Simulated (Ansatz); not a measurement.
# One relaxed cell of Li$_{2}$O at several levels

A database entry relaxed whole under r2SCAN at zero pressure (Fm-3m, No. 225):

```
CELL_PARAMETERS angstrom
0.00000 2.28538 2.28538
2.28538 0.00000 2.28538
2.28538 2.28538 0.00000
ATOMIC_POSITIONS crystal
Li 0.25000 0.25000 0.25000
Li 0.75000 0.75000 0.75000
O 0.00000 0.00000 0.00000
```

Its volume is 7.96 Å³ an atom, -2.5 % against the entry's 8.16, a cell as deposited in COD (1991).

Single points on this cell with plane-wave PAW DFT (Ansatz 0.2.0; r2SCAN 500 eV, hybrids 420 eV; fermi-dirac occupations of width 0.020 eV; no moments): r2SCAN on a 10×10×10 Γ-centred mesh; HSE06 on a 8×8×8 Γ-centred mesh; PBE0 on a 8×8×8 Γ-centred mesh.

What does each level give for gap and charges?

The runs give:

| level | gap (eV), or kind | pressure (GPa) | Bader charge of Li (e) | Bader charge of O (e) |
| --- | --- | --- | --- | --- |
| r2SCAN | 5.77 | 0.0 | +0.87 | -1.73 |
| HSE06 | 6.66 | -0.3 | +0.86 | -1.73 |
| PBE0 | 7.39 | -0.2 | +0.86 | -1.73 |

Under r2SCAN the gap is 5.77 eV, over mesh and band path. HSE06 moves it by +0.88 eV and PBE0 by +1.62 eV; PBE0 keeps its exact exchange at long range, which widens the gap over HSE06's by 0.73 eV on their common mesh.

Caveats: the relaxation kept the start's symmetry; HSE06 is read on its mesh and at the zone's corners, PBE0 on its mesh alone; hybrid pressures are good to a few tenths of a GPa; pressure is positive in compression.
